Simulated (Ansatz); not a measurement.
## Rh (P6_3/mmc), zone-centre modes

The calculation used Ansatz, DFT r2SCAN, scalar-relativistic, plane waves, PAW. Cutoff 500 eV, Γ-centred 24×24×14 k-points, Gaussian smearing of 0.15 eV. No spin polarisation.

Reference structure (relaxed at this level; this form isn't the usual structure):

```yaml
crystal:
  lattice:
    - [2.70364, 0.00000, 0.00000]
    - [-1.35182, 2.34142, 0.00000]
    - [0.00000, 0.00000, 4.34862]
  atoms:
    - { symbol: Rh, position: [0.66667, 0.33333, 0.75000] }
    - { symbol: Rh, position: [0.33333, 0.66667, 0.25000] }
```

Harmonic modes by finite displacements of 0.02 Å, without the LO–TO term.

At this geometry, is the structure stable against these modes?

Yes: no mode is imaginary beyond 10 cm⁻¹, and only the three translations lie near zero.

List the wavenumbers in cm⁻¹.

0, 0, 0, 150, 150, 244.

Cost: 1 run of about 2.6 core-minutes, on Intel Xeon 6975P-C (Granite Rapids) (shared hosts).